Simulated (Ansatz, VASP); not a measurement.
Given: the input of a run of VASP 6.6.1 on KBr.

Contents of INCAR:

```
PREC = Accurate ; ENCUT = 520
EDIFF = 1E-6 ; ISMEAR = -1
SIGMA = 0.05 ; LREAL = False
LASPH = True ; NELM = 60
ALGO = Fast ; ISIF = 2
LWAVE = False ; LCHARG = False
GGA = PE ; IBRION = 2
NSW = 60 ; EDIFFG = -0.01
```

Contents of KPOINTS:

```
Automatic mesh
0
Gamma
  7 7 7
```

The input POSCAR:

```
KBr
1.0
    0.0000000000      3.3000000000      3.3000000000
    3.2670000000      0.0000000000      3.3000000000
    3.2670000000      3.3000000000      0.0000000000
Br K
1 1
Direct
    0.5000000000      0.5000000000      0.5000000000
    0.0000000000      0.0000000000      0.0000000000
```

Potentials or basis: VASP PAW PBE potentials, release 64 (Br, K_sv).

Command:

```bash
$ cat potpaw_PBE.64/Br/POTCAR potpaw_PBE.64/K_sv/POTCAR > POTCAR
$ mpirun -np 1 vasp_std > vasp.out
```

Question: Set up the same calculation for Ansatz 0.2.0. Potentials there: Ansatz PAW.

Answer: As run (the cutoff follows the program's own potentials):

input.yaml

```yaml
crystal:
  lattice:
    - [0.0, 3.3, 3.3]
    - [3.267, 0.0, 3.3]
    - [3.267, 3.3, 0.0]
  atoms:
    - { symbol: Br, position: [0.5, 0.5, 0.5] }
    - { symbol: K, position: [0.0, 0.0, 0.0] }
hamiltonian:
  xc: pbe
  pseudopotentials: { kind: paw }
kpoints:
  mp_grid: { grid: [7, 7, 7] }
scf:
  occupations: { method: fermi_dirac, width: 0.05 }
output:
  forces: true
  stress: true
  eigenvalues: true
relax:
  f_tol: 0.01
  max_steps: 40
```

Potentials or basis: Ansatz PAW.

Launch:

```console
$ ansatz run input.yaml --threads 2 --pin off --max-ram 5632MiB --backend cpu --events-out ev --progress --plain --runs-dir out
```

Both were run:

|  | VASP | Ansatz | Ansatz less VASP |
| --- | --- | --- | --- |
| gap on the k mesh at the Fermi level, each at its own relaxed structure (eV) | 4.46 | 4.46 | 0.000 |

Caveats: the relaxation stopped at its first step, so nothing moved; odd divisions of the mesh miss points on the zone boundary, where band edges often lie, so the gap on the mesh can be too wide (Ansatz).
